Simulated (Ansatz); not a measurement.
LaAlO3 (cubic perovskite, Pm-3m) under volume change, DFT-PBE in the program Ansatz with PAW potentials, scaled uniformly.

| V (Å³/atom) | E − E(relaxed) (meV/atom) | P (GPa) |
|---|---|---|
| 10.084 | 63.4 | 22.13 |
| 10.417 | 26.7 | 13.56 |
| 10.749 | 6.3 | 6.25 |
| 11.082 | 0.0 | 0.01 |
| 11.414 | 5.6 | -5.31 |
| 11.747 | 21.5 | -9.86 |
| 12.079 | 46.0 | -13.75 |

Problem. What does a third-order Birch–Murnaghan fit give for V₀, B₀ and B′?

Solution. V₀ = 11.08 Å³/atom, B₀ = 192 GPa, B′ = 4.3.

This is a known high-temperature phase of the composition, computed here at zero pressure and temperature. The cell was relaxed with PBE under the symmetry of its start. At this level the phase is dynamically unstable (imaginary phonons). Scalar-relativistic: spin–orbit coupling is off unless named, which matters more the heavier the elements.

Potentials: the later of the program's two PAW sets.
